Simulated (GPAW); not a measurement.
The system is Hf.

```xyz
1
Lattice="0.0000 2.2200 2.2200 2.2200 0.0000 2.2200 2.2200 2.2200 0.0000" Properties=species:S:1:pos:R:3 pbc="T T T"
Hf    0.0000    0.0000    0.0000
```

This isn't the form of Hf at room conditions, which is hcp.

- Program: GPAW 26.7.0
- Task: relaxation of cell and atoms
- Functional: PBEsol
- Dispersion: D3(BJ)+ATM
- Potentials or basis: PAW data sets generated in the run's folder for this functional
- Cutoff: 600 eV
- Basis: pw
- k mesh: 10 × 10 × 10
- Occupations: fermi-dirac, width 0.05 eV
- Spin: no spin polarisation

At the start: pressure -4.6 GPa; volume 21.88 Å³/atom.

Where does the relaxation end?

Over 3 steps the energy falls by 13.5 meV/atom and the volume is 20.98 Å³/atom (-4.1 %); space group Fm-3m (No. 225, to 0.05 Å).

Step by step:
| step | energy change (eV) | largest force (eV/Å) | pressure (GPa) | volume (Å³) |
| --- | --- | --- | --- | --- |
| 1 | 0.0000 | 0.0000 | -4.57 | 21.88 |
| 2 | -0.0118 | 0.0000 | -1.71 | 21.30 |
| 3 | -0.0135 | 0.0000 | 0.07 | 20.98 |

Final structure:
```
Hf
1.0
     0.00000    2.18911    2.18911
     2.18911    0.00000    2.18911
     2.18911    2.18911    0.00000
Hf
1
Direct
  0.00000 0.00000 0.00000
```

Caveat: later steps reuse the first step's grids; pairwise dispersion overbinds metals, which lowers pressure and volume.
